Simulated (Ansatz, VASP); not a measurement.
# Cr: VASP beside Ansatz

```
Cr
1.0
     0.00000    2.58854    2.58854
     2.58854    0.00000    2.58854
     2.58854    2.58854    0.00000
Cr
2
Direct
  0.12500 0.12500 0.12500
  0.87500 0.87500 0.87500
```

Alike in both runs: functional BLYP; k mesh 11 × 11 × 11; occupations fermi-dirac, width 0.1 eV; no spin polarisation.

Ansatz relaxed the structure, and its values are those at the end. VASP's run is a single point on that final structure, the one shown.

```csv
,VASP,Ansatz
version,VASP 6.6.1,Ansatz 0.2.0
potentials or method,"VASP PAW PBE potentials, release 64 (Cr_pv)","plane waves (420 eV) with PAW, scalar-relativistic"
plane-wave cutoff (eV),520,420
valence electrons in the cell,24,28
```

```csv
,VASP,Ansatz,Ansatz less VASP
pressure (GPa),0.2,0.0,-0.18
```

The two sets of potentials don't hold the same shells in valence.

Caveats: the PAW data sets were made with another functional, which shifts forces and pressure a little (VASP); the run has no spin polarisation, though such a crystal can be magnetic. Spin polarisation is off, so any magnetic state and its effect on volume and gap are missing.
